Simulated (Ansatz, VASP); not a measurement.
**Sb in VASP and in Ansatz**

```
Sb
1.0
     0.00000    2.28953    2.28953
     2.28953    0.00000    2.28953
     2.28953    2.28953    0.00000
Sb
1
Cartesian
  0.0000 0.0000 0.0000
```

Change from the starting cell: volume scaled by 0.98, crystal datasets.

Alike in both runs: task electric field gradients; functional PBEsol; k mesh 14 × 14 × 14; occupations fermi-dirac, width 0.03 eV; no spin polarisation.

|  | VASP | Ansatz |
| --- | --- | --- |
| version | VASP 6.6.1 | Ansatz 0.2.0 |
| potentials or method | VASP PAW PBE potentials, release 64 (Sb), cutoff 520 eV | all-electron PAW with datasets made for the crystal, scalar-relativistic |

```tsv
	VASP	Ansatz	Ansatz less VASP
pressure (GPa)	7.1	7.0	-0.05
Vzz of the field gradient on the site that differs most (V/Å²)	0.0	0.0	0.00
```

Ansatz ran all-electron here, so the differences hold the error of VASP's frozen core and of both bases. Ansatz warned: «gradients_without_spin_orbit».

Caveats: the PAW data sets were made with another functional, which shifts forces and pressure a little (VASP). The runs have no spin-orbit coupling, so splittings on Sb are missing.
